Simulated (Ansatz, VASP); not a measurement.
## Al2Cu: VASP beside Ansatz

Contents of INCAR:

```
PREC = Accurate
ENCUT = 520
EDIFF = 1E-6
ISMEAR = 0
SIGMA = 0.15
LREAL = False
LASPH = True
NELM = 60
ALGO = Fast
ISIF = 2
LWAVE = False
LCHARG = True
GGA = PS
LELF = True
LVHAR = True
NBANDS = 16
```

Contents of KPOINTS:

```
regular mesh
0
Gamma
  10 10 14
```

Contents of POSCAR:

```
Al2Cu
1.0
    4.0842078946      0.0000000000      0.0000000000
    0.0000000000      4.0842078946      0.0000000000
    0.0000000000      0.0000000000      2.8458943809
Al Cu
2 1
Direct
    0.5000000000      0.0025990588      0.5000000000
    0.0000000000      0.4889084980      0.5000000000
    0.0000000000      0.0036058789      0.0000000000
```

Input for Ansatz:

```yaml
crystal:
  lattice:
    - [4.0842078946, 0.0, 0.0]
    - [0.0, 4.0842078946, 0.0]
    - [0.0, 0.0, 2.8458943809]
  atoms:
    - { symbol: Al, position: [0.5, 0.0025990588, 0.5] }
    - { symbol: Al, position: [0.0, 0.488908498, 0.5] }
    - { symbol: Cu, position: [0.0, 0.0036058789, 0.0] }
basis:
  ecutwfc: 520.0
kpoints:
  mp_grid: { grid: [10, 10, 14] }
hamiltonian:
  xc: pbesol
  pseudopotentials: { kind: paw, azcp: { folder: soft_1 } }
scf:
  occupations: { method: gaussian, width: 0.15 }
output:
  forces: true
  stress: true
  eigenvalues: true
```

Change from the starting cell: mode 4 frozen in at +0.000 Å and mode 9 at -0.045 Å (largest displacements).

Alike in both runs: task single point; functional PBEsol; k mesh 10 × 10 × 14; occupations gaussian, width 0.15 eV; no spin polarisation.

|  | VASP | Ansatz |
| --- | --- | --- |
| version | VASP 6.6.1 | Ansatz 0.2.0 |
| potentials or method | VASP PAW PBE potentials, release 64 (Al, Cu) | scalar-relativistic, plane waves, PAW |
| plane-wave cutoff (eV) | 520 | 520 |
| valence electrons in the cell | 17 | 25 |

|  | VASP | Ansatz | Ansatz less VASP |
| --- | --- | --- | --- |
| gap on the k mesh at the Fermi level (eV) | none | none | - |
| pressure (GPa) | 0.2 | 0.2 | +0.07 |
| largest component of the traceless stress (GPa) | 0.11 | 0.10 | -0.012 |
| rms of the force components (eV/Å) | 0.242 | 0.241 | -0.0012 |

Atom by atom the forces differ by 0.001 eV/Å (rms over components). A gap of «none» marks a metal or a gap that the smearing closes. With one functional, cell and mesh, what is left measures potentials, basis and numerics. The two sets of potentials don't hold the same shells in valence. Ansatz warned: «pseudo_functional_mismatch».

Caveats: the PAW data sets were made with another functional, which shifts forces and pressure a little (VASP).
